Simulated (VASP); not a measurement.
# Al2Cu under changes of volume

One of the cells (16.567 Å³/atom); the others are scaled copies at fixed shape and fractional positions:

```
CELL_PARAMETERS angstrom
4.13237 0.00000 0.00000
0.00000 4.13237 0.00000
0.00000 0.00000 2.91046
ATOMIC_POSITIONS crystal
Cu 0.00000 0.00000 0.00000
Al 0.00000 0.50000 0.50000
Al 0.50000 0.00000 0.50000
```

The cell comes from a database or a generator and needn't be the stable form of this composition.

```yaml
Program: VASP 6.6.1
Functional: PBE
Potentials_or_basis: VASP PAW PBE potentials, release 64 (Cu, Al)
Cutoff: 520 eV
k_mesh: 7 × 7 × 9
Occupations: fermi-dirac, width 0.05 eV
Spin: no spin polarisation
```

```tsv
volume (Å³/atom)	energy over the lowest point (meV/atom)	pressure (GPa)
15.267	?	?
15.592	10.52	4.8
15.917	3.02	2.7
16.567	0.00	-1.1
16.892	3.67	-2.6
17.216	10.32	-4.0
```

**Question.** What does the run at 15.267 Å³/atom give?

**Answer.** Energy over the lowest point 22.70 meV/atom; pressure 7.3 GPa.

Worked out: A Birch-Murnaghan fit of order 3 (a polynomial in V^(-2/3)) to the other rows has its minimum at 16.37 Å³/atom with B0 = V·E''(V) = 88 GPa and B' = 4.4 at fixed shape and positions, which overstates the stiffness. It gives 22.62 meV/atom at 15.267 Å³/atom, against the run's 22.70, and -dE/dV = 7.2 GPa, against 7.3.

Energies are extrapolated to zero smearing.
